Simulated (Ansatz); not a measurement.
**A decomposition energy, worked out: Cd3F**

These are results of DFT PBE, scalar-relativistic, plane waves, PAW (Ansatz), not measurements. Settings: cutoff 420 eV, Γ-centred meshes spaced at most about 0.3 Å⁻¹, and about 0.25 Å⁻¹ or finer for metals (2π included), Gaussian smearing. No spin polarisation.

Formation energies are uncorrected and refer to the elements' standard structures at the same level (F₂ as a molecule).

Temperature and zero-point effects are left out. In Cd3F Pm-3m an odd number of electrons in the primitive cell allows no gap without spin; a larger cell or a magnetic state could open one.

A trial structure of Cd3F (reached from: Tm3In type (Pm-3m); relaxed: space group Pm-3m (No. 221), a = 4.367 Å) has a formation energy of -0.511 eV/atom. At its composition the lowest mixture among the elements and 1 reference phase computed alike (others may be missing) consists of these:

```tsv
phase	source	ΔE_f (eV/atom)
Cd (solid)	element	-0.006
CdF2 (Fm-3m)	Materials Project	-2.177
```

The lowest database cell of Cd (-0.006) lies slightly below the reference, hence the non-zero entry.

Question: Write the balanced decomposition and find its energy per atom, per formula unit and per mole of formula units.

Answer: Balancing Cd and F gives 2 Cd3F → 5 Cd + CdF2. The left side holds 8 atoms, and the products take 5/8 (Cd) and 3/8 (CdF2) of them. The mixture therefore lies at 5/8 × (-0.006) + 3/8 × (-2.177) = -0.820 eV/atom. The reaction energy is -0.820 − (-0.511) = -0.309 eV/atom. Times 4 atoms that is -1.236 eV per Cd3F, and times 96.485 it is -119 kJ per mole of Cd3F. Decomposition is downhill, so the trial structure is unstable against this mixture.
